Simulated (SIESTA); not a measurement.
Runs of SIESTA 5.4.2 on Ge. It takes space group P6_3/mmc (No. 194, hexagonal). Conventional cell: a = 3.998 Å, b = 3.998 Å, c = 6.599 Å, α = 90.00°, β = 90.00°, γ = 120.00°. Around Ge (site symmetry 3m) lie 4 Ge at 2.45 to 2.47 Å. This isn't the form of Ge at room conditions, which is diamond.

```tsv
task	level	potentials or basis	cell	gap on the mesh (eV)	pressure (GPa)	largest force (eV/Å)
band structure	LDA	PseudoDojo 0.4 standard (LDA files), DZP (energy shift 0.003 Ry; two zetas on semicore shells)	as given	-	-0.9	(a)
band structure	PBEsol	PseudoDojo 0.4 standard (PBEsol files), DZP (energy shift 0.003 Ry; two zetas on semicore shells)	as given	-	1.3	0.03
single point	PBEsol	PseudoDojo 0.4 standard (PBEsol files), DZP (energy shift 0.003 Ry; two zetas on semicore shells)	as given	0.10	1.3	0.03
single point	PBEsol	PseudoDojo 0.4 standard (PBEsol files), DZP (energy shift 0.003 Ry; two zetas on semicore shells)	atoms moved at random, drawn with an rms of 0.05 Å	0.07	1.3	0.67
```

Alike in all rows: no spin polarisation; k mesh 8 × 8 × 4; smearing fermi-dirac 0.05 eV; grid cutoff 800 Ry; energy shift 0.003 Ry.

Q: Estimate the missing entries.

A: (a) 0.02.

Caveats: the basis of atomic orbitals isn't converged, which shifts pressures, moduli and gaps.

A k mesh can miss the band edges, and the runs leave out spin-orbit coupling on Ge.
